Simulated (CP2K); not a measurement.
# TiO2 in CP2K: the effect of pseudo set

TiO2:

```
CELL_PARAMETERS angstrom
6.43537 0.00000 0.00000
5.33288 3.60199 0.00000
-1.84389 -0.56437 6.32897
ATOMIC_POSITIONS crystal
Ti 0.90007 0.90007 0.28960
Ti 0.19529 0.19529 0.28376
Ti 0.09993 0.09993 0.71040
Ti 0.80471 0.80471 0.71624
O 0.36193 0.36193 0.29340
O 0.26349 0.26349 0.65250
O 0.86719 0.86719 0.99529
O 0.73651 0.73651 0.34750
O 0.94165 0.94165 0.63002
O 0.13281 0.13281 0.00471
O 0.63807 0.63807 0.70660
O 0.05835 0.05835 0.36998
```

The cell comes from a database or a generator and needn't be the stable form of this composition.

Alike in all runs:

- Program: CP2K 2026.2
- Task: atomic charges
- Functional: PBE
- Density cutoff: 8163 eV
- k mesh: 6 × 6 × 4
- Occupations: fermi-dirac, width 0.05 eV
- Spin: no spin polarisation

| pseudo set | gap on the mesh (eV) | pressure (GPa) | largest force (eV/Å) |
| --- | --- | --- | --- |
| PBE | 2.67 | -1.0 | 0.22 |
| PADE | 2.63 | -3.2 | 0.28 |
| BLYP | 2.67 | -1.2 | 0.22 |
| SCAN | ? | ? | ? |
| PBE0 | 2.69 | -1.3 | 0.10 |

What does the run with pseudo set SCAN give?

gap on the mesh 2.60 eV; pressure -0.6 GPa; largest force 0.22 eV/Å.

Caveats: the basis of atomic orbitals isn't converged, which shifts pressures, moduli and gaps; the potentials were made for another functional, which shifts forces and pressure (some runs).

A k mesh can miss the band edges.
